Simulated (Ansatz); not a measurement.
Runs of Ansatz 0.2.0 on CdS. The structure is cubic, space group Fm-3m (No. 225). Conventional cell: a = 5.506 Å, b = 5.506 Å, c = 5.506 Å, α = 90.00°, β = 90.00°, γ = 90.00°. Cd (site symmetry m-3m) is surrounded by 6 S at 2.75 Å. Around S (site symmetry m-3m) lie 6 Cd at 2.75 Å. Measurements of this composition are mostly on another form, of space group No. 186.

| task | level | cell | k mesh | atoms under strain | gap on the mesh (eV) | pressure (GPa) | relaxed volume (Å³/atom) |
| --- | --- | --- | --- | --- | --- | --- | --- |
| relaxation of cell and atoms | BLYP+D4 | relaxed | 8 × 8 × 8 | - | 0.16 | 0.0 | (a) |
| phonons | LDA | as given | 6 × 6 × 6 | - | none | - | - |
| elastic constants | LDA | as given | 6 × 6 × 6 | relaxed | none | -6.8 | - |
| relaxation of cell and atoms | BLYP+D3(BJ) | relaxed | 8 × 8 × 8 | - | (b) | 0.0 | 20.18 |

Alike in all rows: potentials or basis Ansatz PAW; no spin polarisation; cutoff (eV) 420; smearing fermi-dirac 0.05 eV.

Problem. Estimate the missing entries.

Solution. (a) 20.45; (b) 0.17.

Caveats: the PAW data sets come from PBE, with cores solved anew for the run's functional, which leaves a small shift of forces and pressure; the plane-wave basis is chosen anew once the cell has moved, so the energies of steps on either side of that aren't comparable (some runs); the cell is more than 3 GPa from zero pressure, which shifts response properties (some runs); elastic constants of metals need much finer meshes, so these are rough (some runs).

A k mesh can miss the band edges, and the runs leave out spin-orbit coupling on Cd.

A gap of «none» marks a metal or a gap under the smearing width.

Runs at the PBE level aren't shown here.
